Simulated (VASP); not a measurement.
# MnO2 (P-3m1) in VASP: further runs, part 3 of 3

VASP 6.6.1. The steps go on from the part before.

### Step 4. Single point, r2SCAN, collinear spin, ferromagnetic start

Contents of INCAR:

```
SYSTEM = MnO2
ADDGRID = .True.
ALGO = Normal
EDIFF = 1E-6
ENCUT = 460
ISIF = 2
ISMEAR = 0
ISPIN = 2
LASPH = .True.
LCHARG = .False.
LMAXMIX = 4
LMIXTAU = .True.
LORBIT = 11
LREAL = .False.
LWAVE = .False.
MAGMOM = 4 0 0
METAGGA = R2SCAN
NBANDS = 24
NELM = 100
PREC = Accurate
SIGMA = 0.05
```

Contents of KPOINTS:

```
k-points
0
Gamma
  5 5 3
  0 0 0
```

Contents of POSCAR:

```
MnO2
1.0
    2.8565781804      0.0000000000      0.0000000000
   -1.4282890902      2.4738692722      0.0000000000
    0.0000000000      0.0000000000      4.6013740589
Mn O
1 2
Direct
    0.0000000000      0.0000000000      0.5000000000
    0.3333333333      0.6666666667      0.7062925700
    0.6666666667      0.3333333333      0.2937074300
```

Potentials or basis: VASP PAW PBE potentials, release 64 (Mn_pv, O).

Command:

```sh
$ cat potpaw_PBE.64/Mn_pv/POTCAR potpaw_PBE.64/O/POTCAR > POTCAR
$ mpirun -np 1 vasp_std > vasp.out
```

OUTCAR:

```text
SYSTEM = MnO2
   EDIFF = 1E-6
   ENCUT = 460
   ISIF = 2
   ISMEAR = 0
   ISPIN = 2
   LASPH = .True.
   LORBIT = 11
   LREAL = .False.
   METAGGA = R2SCAN
   NELM = 100
   PREC = Accurate

 Found     12 irreducible k-points:

 Following reciprocal coordinates:
            Coordinates               Weight
  0.000000  0.000000  0.000000      1.000000
  0.200000  0.000000  0.000000      6.000000
  0.400000  0.000000  0.000000      6.000000
  0.200000  0.200000  0.000000      6.000000
  0.400000  0.200000  0.000000      6.000000
  0.000000  0.000000  0.333333      2.000000
   k-points           NKPTS =     12   k-points in BZ     NKDIM =     12   number of bands    NBANDS=     24
   number of dos      NEDOS =    301   number of ions     NIONS =      3
   total plane-waves  NPLWV =  12800
   dimension x,y,z NGX =    20 NGY =   20 NGZ =   32
   dimension x,y,z NGXF=    40 NGYF=   40 NGZF=   64
   ions per type =               1   2
   NGX,Y,Z   is equivalent  to a cutoff of  11.64, 11.64, 11.56 a.u.
   NGXF,Y,Z  is equivalent  to a cutoff of  23.28, 23.28, 23.12 a.u.
 SYSTEM =  MnO2
   PREC   = accura    normal or accurate (medium, high low for compatibility)
   ISTART =      0    job   : 0-new  1-cont  2-samecut
   ICHARG =      2    charge: 1-file 2-atom 10-const
   ISPIN  =      2    spin polarized calculation?
   LNONCOLLINEAR =      F non collinear calculations
   LSORBIT =      F    spin-orbit coupling
   LASPH  =      T    aspherical Exc in radial PAW
   ENCUT  =  460.0 eV  33.81 Ry    5.81 a.u.   5.00  5.00  8.05*2*pi/ulx,y,z
   NELM   =    100;   NELMIN=  2; NELMDL= -5     # of ELM steps
   EDIFF  = 0.1E-05   stopping-criterion for ELM
   LREAL  =      F    real-space projection
   EDIFFG = 0.1E-04   stopping-criterion for IOM
   NSW    =      0    number of steps for IOM
   IBRION =     -1    ionic relax: 0-MD 1-quasi-New 2-CG
   NFREE  =      0    steps in history (QN), initial steepest desc. (CG)
   ISIF   =      2    stress and relaxation
   ISYM   =      2    0-nonsym 1-usesym 2-fastsym
   POTIM  = 0.5000    time-step for ionic-motion
   TEBEG  =    0.0;   TEEND  =   0.0 temperature during run
   PSTRESS=    0.0 pullay stress
   NELECT =      25.0000    total number of electrons
   NUPDOWN=      -1.0000    fix difference up-down
   EMIN   =  10.00;   EMAX   =-10.00  energy-range for DOS
   EFERMI =   0.00;   METHOD = LEGACY
   ISMEAR =     0;   SIGMA  =   0.05  broadening in eV -4-tet -1-fermi 0-gaus
   EFERMI_NEDOS =   21; number of points for ismear=-14 and -15
   IALGO  =     38    algorithm
   IMIX   =      4    mixing-type and parameters
     AMIX     =   0.40;   BMIX     =  1.00
     AMIX_MAG =   1.60;   BMIX_MAG =  1.00
  volume/ion in A,a.u.               =      10.84        73.15
  Fermi-wavevector in a.u.,A,eV,Ry     =   1.499747  2.834111 30.602787  2.249241
  Thomas-Fermi vector in A             =   2.611337
   LORBIT       =     11    0 simple, 1 ext, 2 COOP (PROOUT), +10 PAW based schemes
   METAGGA = R2SCAN    functional components
   LHFCALC =     F    Hartree Fock is set to
   AEXX    =    0.0000 exact exchange contribution
   IVDW    =     0    specifies the selected vdW correction
   LEPSILON=     F    determine dielectric tensor
   LRPA    =     F    only Hartree local field effects (RPA)
 spin polarized calculation
 Gauss-broadening in eV      SIGMA  =   0.05
  energy-cutoff  :      460.00
  volume of cell :       32.52
 maximum number of plane-waves:       737
 NGX is ok and might be reduce to    20
   NGX =  9   NGY =  9   NGZ = 17

 number of electron      24.9999999 magnetization       2.9999859

 Free energy of the ion-electron system (eV)
  ---------------------------------------------------
  ext. energy  EPLUGINS =         0.00000000
  ---------------------------------------------------
  free energy    TOTEN  =       -32.53624940 eV

  energy without entropy =      -32.53624940  energy(sigma->0) =      -32.53624940

 E-fermi :   2.7944     XC(G=0): -11.5612

 val. band max:        2.4277040392   @ k =   0.0000   0.2000   0.3333
 cond. band min:       4.4170880689   @ k =   0.0000   0.0000   0.3333
 fundamental gap:      1.9893840298
 Fermi energy:         2.7943529798

 spin component 1

 k-point     1 :       0.0000    0.0000    0.0000
  band No.  band energies     occupation
      1     -49.7539      1.00000
      2     -49.7256      1.00000
      3     -49.7255      1.00000
      4     -17.7222      1.00000
      5     -15.4277      1.00000
      6      -3.7648      1.00000
[... 16 lines left out ...]
     23      26.0539      0.00000
     24      27.6715      0.00000

 k-point     2 :       0.2000    0.0000    0.0000
  band No.  band energies     occupation
      1     -49.7801      1.00000
      2     -49.7446      1.00000
      3     -49.7378      1.00000
      4     -17.2430      1.00000
      5     -15.5744      1.00000
      6      -3.4082      1.00000
[... 16 lines left out ...]
     23      25.5679      0.00000
     24      26.1492      0.00000

 k-point     3 :       0.4000    0.0000    0.0000
  band No.  band energies     occupation
      1     -49.8675      1.00000
      2     -49.7575      1.00000
      3     -49.7296      1.00000
      4     -16.3384      1.00000
      5     -15.8445      1.00000
      6      -4.0234      1.00000
[... 16 lines left out ...]
     23      24.6159      0.00000
     24      26.1412      0.00000
[... 28 lines left out ...]
 k-point     5 :       0.4000    0.2000    0.0000
  band No.  band energies     occupation
      1     -49.8629      1.00000
      2     -49.7952      1.00000
      3     -49.7250      1.00000
      4     -16.0091      1.00000
      5     -15.9468      1.00000
      6      -3.7530      1.00000
[... 16 lines left out ...]
     23      22.5733      0.00000
     24      26.1757      0.00000

 k-point     6 :       0.0000    0.0000    0.3333
  band No.  band energies     occupation
      1     -49.7540      1.00000
      2     -49.7256      1.00000
      3     -49.7255      1.00000
      4     -17.6350      1.00000
      5     -15.5708      1.00000
      6      -3.3187      1.00000
[... 16 lines left out ...]
     23      26.1023      0.00000
     24      26.7889      0.00000

 [... further k-points ...]

 spin component 2

 k-point     1 :       0.0000    0.0000    0.0000
  band No.  band energies     occupation
      1     -45.6300      1.00000
      2     -45.6300      1.00000
      3     -45.4298      1.00000
      4     -17.6628      1.00000
      5     -15.3813      1.00000
      6      -2.6201      1.00000
[... 16 lines left out ...]
     23      28.6768      0.00000
     24      28.7812      0.00000

 k-point     2 :       0.2000    0.0000    0.0000
  band No.  band energies     occupation
      1     -45.6992      1.00000
      2     -45.6449      1.00000
      3     -45.4169      1.00000
      4     -17.1818      1.00000
      5     -15.5197      1.00000
      6      -2.4038      1.00000
[... 16 lines left out ...]
     23      26.0996      0.00000
     24      27.9613      0.00000

 k-point     3 :       0.4000    0.0000    0.0000
  band No.  band energies     occupation
      1     -45.8096      1.00000
      2     -45.6690      1.00000
      3     -45.3960      1.00000
      4     -16.2755      1.00000
      5     -15.7831      1.00000
      6      -3.0403      1.00000
[... 16 lines left out ...]
     23      25.3440      0.00000
     24      27.7659      0.00000
[... 28 lines left out ...]
 k-point     5 :       0.4000    0.2000    0.0000
  band No.  band energies     occupation
      1     -45.8035      1.00000
      2     -45.7170      1.00000
      3     -45.3895      1.00000
      4     -15.9418      1.00000
      5     -15.8882      1.00000
      6      -2.8654      1.00000
[... 16 lines left out ...]
     23      23.2276      0.00000
     24      27.7041      0.00000

 k-point     6 :       0.0000    0.0000    0.3333
  band No.  band energies     occupation
      1     -45.6300      1.00000
      2     -45.6299      1.00000
      3     -45.4300      1.00000
      4     -17.5751      1.00000
      5     -15.5227      1.00000
      6      -2.2560      1.00000
[... 16 lines left out ...]
     23      27.6408      0.00000
     24      27.6409      0.00000

 [... further k-points ...]

------------------------ aborting loop because EDIFF is reached ----------------------------------------

  FORCE on cell =-STRESS in cart. coord.  units (eV):
  Direction    XX          YY          ZZ          XY          YZ          ZX
  --------------------------------------------------------------------------------------
  -------------------------------------------------------------------------------------
  Total       -0.1391259     -0.1391259     -0.1715839      0.0000000      0.0000000     -0.0000000
  in kB       -6.8550132     -6.8550132     -8.4542834      0.0000000      0.0000000     -0.0000000
  external PRESSURE =      -7.3881032 kB  Pullay stress =       0.0000000 kB

 VOLUME and BASIS-vectors are now :
 -----------------------------------------------------------------------------
  energy-cutoff  :      460.00
  volume of cell :       32.52
      direct lattice vectors                 reciprocal lattice vectors
     2.856578180  0.000000000  0.000000000     0.350069187  0.202112539  0.000000000
    -1.428289090  2.473869272  0.000000000     0.000000000  0.404225078  0.000000000
     0.000000000  0.000000000  4.601374059     0.000000000  0.000000000  0.217326387

 POSITION                                       TOTAL-FORCE (eV/Angst)
 -----------------------------------------------------------------------------------
      0.00000      0.00000      2.30069        -0.000000      0.000000      0.000000
     -0.00000      1.64925      3.24992        -0.000000      0.000000     -0.006338
      1.42829      0.82462      1.35146         0.000000     -0.000000      0.006338
 -----------------------------------------------------------------------------------
    total drift:                                0.000000     -0.000000      0.000000

  FREE ENERGIE OF THE ION-ELECTRON SYSTEM (eV)
  ---------------------------------------------------
  free  energy   TOTEN  =       -32.5362493992 eV

  energy  without entropy=      -32.5362493992  energy(sigma->0) =      -32.53624940

 total charge

# of ion       s       p       d       tot
------------------------------------------
    1        0.382   6.468   4.862  11.712
    2        1.594   3.449   0.000   5.043
    3        1.594   3.449   0.000   5.043
--------------------------------------------------
tot          3.571  13.365   4.862  21.798

 magnetization (x)

# of ion       s       p       d       tot
------------------------------------------
    1        0.030   0.039   2.867   2.936
    2        0.004   0.002   0.000   0.006
    3        0.004   0.002   0.000   0.006
--------------------------------------------------
tot          0.038   0.043   2.867   2.948
```

It took 1.7 min on 1 thread of Intel Xeon Platinum 8375C at 2.90GHz (Ice Lake), shared host; peak memory 0.19 GiB.

The run converged, but some of its settings lie outside the range that counts as converged, so its numbers aren't taken as properties of the crystal.

What came out:

- Free energy: -32.5362 eV
- Pressure: -0.7 GPa
- Largest force: 0.006 eV/Å
- Band gap on the k mesh: 1.99 eV, indirect (least direct gap 2.03 eV)
- Net moment: 3.00 μB per cell
- Site moments: Mn +2.94; O +0.01 μB
- Valence electrons inside the program's atomic spheres: Mn 11.71; O 5.04

Caveat: the k mesh is coarse (spacing up to 0.51 Å⁻¹), so the values aren't converged; the cutoff is under 1.25 times the usual one of these potentials, so pressure, stress and relaxed cells hold a basis-set (Pulay) error; the PAW data sets were made with another functional, which shifts forces and pressure a little; an odd mesh through Γ misses points on the zone boundary, where band edges often lie; a cell with one magnetic atom can't hold antiferromagnetic order, which such compounds often take.

### Step 5. Single point, r2SCAN, collinear spin, ferromagnetic start

INCAR is that of step 4.

KPOINTS is that of step 4.

Contents of POSCAR:

```
MnO2
1.0
    2.8565781804      0.0000000000      0.0000000000
   -1.4282890902      2.4738692722      0.0000000000
    0.0000000000      0.0000000000      4.6013740589
Mn O
1 2
Direct
    0.0186700000     -0.0033200000      0.4886240000
    0.3165570000      0.6444560000      0.7182440000
    0.6490790000      0.3390650000      0.3129550000
```

Command:

```sh
$ cat potpaw_PBE.64/Mn_pv/POTCAR potpaw_PBE.64/O/POTCAR > POTCAR
$ mpirun -np 1 vasp_std > vasp.out
```

Wall time 4.3 min (1 thread of Intel Xeon Platinum 8375C at 2.90GHz (Ice Lake), shared host); peak memory 0.21 GiB.

These settings aren't checked as converged: the numbers below hold their error.

Results:

```
Free energy                                           : -32.1912 eV
Pressure                                              : 5.4 GPa
Largest force                                         : 4.176 eV/Å
Band gap on the k mesh                                : 1.88 eV, indirect (least direct gap 1.97 eV)
Net moment                                            : 3.00 μB per cell
Site moments                                          : Mn +2.90; O -0.02, +0.06 μB
Valence electrons inside the program's atomic spheres : Mn 11.79; O 5.00, 5.11
```

Caveat: the k mesh is coarse (spacing up to 0.51 Å⁻¹), so the values aren't converged; the cutoff is under 1.25 times the usual one of these potentials, so pressure, stress and relaxed cells hold a basis-set (Pulay) error; the PAW data sets were made with another functional, which shifts forces and pressure a little; an odd mesh through Γ misses points on the zone boundary, where band edges often lie; a cell with one magnetic atom can't hold antiferromagnetic order, which such compounds often take.
